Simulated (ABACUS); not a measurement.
# HgTe (Coloradoite) in ABACUS: tuning mixing gg0

Input of the first run (mixing gg0 0); the others differ in this setting and in those tied to it:

Contents of INPUT:

```
INPUT_PARAMETERS
suffix              HgTe
calculation         scf
basis_type          pw
pseudo_dir          ./
symmetry            1
dft_functional      pbe
ecutwfc             40
pseudo_rcut         10
nspin               1
nbands              13
ks_solver           dav
smearing_method     fd
smearing_sigma      0.00734986
scf_thr             1e-08
scf_nmax            60
mixing_type         broyden
mixing_beta         0.7
cal_force           1
cal_stress          1
ecutrho             320
mixing_gg0          0
kpar                4
```

Contents of STRU:

```
ATOMIC_SPECIES
Hg 200.5920 hg_pbe_v1.uspp.F.UPF
Te 127.6000 te_pbe_v1.uspp.F.UPF

LATTICE_CONSTANT
1.8897261246

LATTICE_VECTORS
0.0000000000 3.2145000000 3.2145000000
3.2145000000 0.0000000000 3.2145000000
3.2145000000 3.2145000000 0.0000000000

ATOMIC_POSITIONS
Direct

Hg
0.0
1
0.0000000000 0.0000000000 0.0000000000 1 1 1

Te
0.0
1
0.7500000000 0.7500000000 0.7500000000 1 1 1
```

KPT

```
K_POINTS
0
Gamma
6 6 6 0 0 0
```

Potentials or basis: GBRV ultrasoft 1.5 PBE, plane waves.

Launch:

```sh
$ OMP_NUM_THREADS=1 mpirun -np 4 abacus > log
```

Hardware: 4 MPI ranks on Intel(R) Xeon(R) 6975P-C (Granite Rapids) (shared host).

| mixing gg0 | energy less the last converged row (meV/atom) | SCF cycles | wall time (s) |
| --- | --- | --- | --- |
| 0 | 0.00 | 7 | 14 |
| 0.5 | 0.00 | 7 | 14 |
| 1 | 0.00 | 7 | 14 |
| 1.5 | 0.00 | 7 | 14 |
| 2 | 0.00 | 8 | 19 |

Fastest here: 1 (14 s), level within noise with 0, 0.5, 1.5; slowest of those that converged: 2 (19 s). These are single runs, one after another on one machine, so differences under about a fifth mean little.

Spin-orbit coupling is left out, which matters for the levels of Hg, Te.
